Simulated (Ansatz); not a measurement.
# Is this Be₂Se stable against decomposition?

All numbers below come from DFT PBE, scalar-relativistic, plane waves, PAW (Ansatz). All cells share a 420 eV cutoff and Γ-centred k meshes spaced about 0.3 Å⁻¹ or finer (0.25 for metals, 2π included). No spin polarisation.

Formation energies are uncorrected and refer to the elements' standard structures at the same level.

These are static total energies at zero pressure. The reference form of Se is held partly by dispersion forces, which this level lacks.

The competitors are the elements and 1 reference phase of this chemical system (from databases or known types: BeSe), relaxed at the same level; other known phases may be missing.

The candidate was reached from: a cell proposed by chemical analogy.

Space group P-4m2 (No. 115). a = 3.462 Å, b = 3.462 Å, c = 11.317 Å, α = 90.00°, β = 90.00°, γ = 90.00°
```csv
atom,site,symmetry,x,y,z
Be,2g,2mm.,0.5000,0.0000,0.6427
Be,1d,-4m2,0.0000,0.0000,0.5000
Be,1c,-4m2,0.5000,0.5000,0.5000
Be,2g,2mm.,0.5000,0.0000,0.1190
Se,2f,2mm.,0.5000,0.5000,0.7610
Se,1a,-4m2,0.0000,0.0000,0.0000
```

Q: Where does it stand against these competitors?

A: Not stable. Its formation energy is -0.130 eV/atom. The lowest competing mixture at this composition is this:

```tsv
phase	space group	source	share of atoms	ΔE_f (eV/atom)
Be	-	element	0.3333	0.000
BeSe	F-43m (No. 216)	COD	0.6667	-0.797
```

The mixture lies at -0.531 eV/atom, and the candidate lies 0.40 eV/atom above it. The candidate matches no cell in the subsets of the Crystallography Open Database and the Materials Project at hand. The margin is far too high for a likely synthesis.
